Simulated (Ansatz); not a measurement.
Runs of Ansatz 0.2.0 on Sb. The structure is tetragonal, space group I4/mmm (No. 139). The conventional cell has a = 3.153 Å, b = 3.153 Å, c = 5.424 Å, α = 90.00°, β = 90.00°, γ = 90.00°. Sb (site symmetry 4/mmm) has 12 Sb at 3.15 to 3.51 Å as nearest neighbours. This isn't the form of Sb at room conditions, which is rhombohedral.

```csv
task,level,cutoff (eV),smearing,points for each segment of the path,gap on the mesh (eV),pressure (GPa)
single point,PBE,420,gaussian 0.022 eV,-,none,1.8
single point,PBE,420,gaussian 0.019 eV,-,none,1.8
single point,PBE,420,gaussian 0.021 eV,-,none,1.8
band structure,revPBE,420,fermi-dirac 0.05 eV,14,none,(a)
band structure,r2SCAN,500,fermi-dirac 0.05 eV,14,none,1.2
```

Alike in all rows: potentials or basis Ansatz PAW; no spin polarisation; cell as given; k mesh 12 × 12 × 12.

Question: Estimate the missing entries.

Answer: (a) 2.7.

Caveats: spin-orbit coupling is left out, which moves the levels of the heavy elements (some runs); the PAW data sets come from PBE, with cores solved anew for the run's functional, which leaves a small shift of forces and pressure (some runs).

A k mesh can miss the band edges, and the runs leave out spin-orbit coupling on Sb.

A gap of «none» marks a metal or a gap under the smearing width.
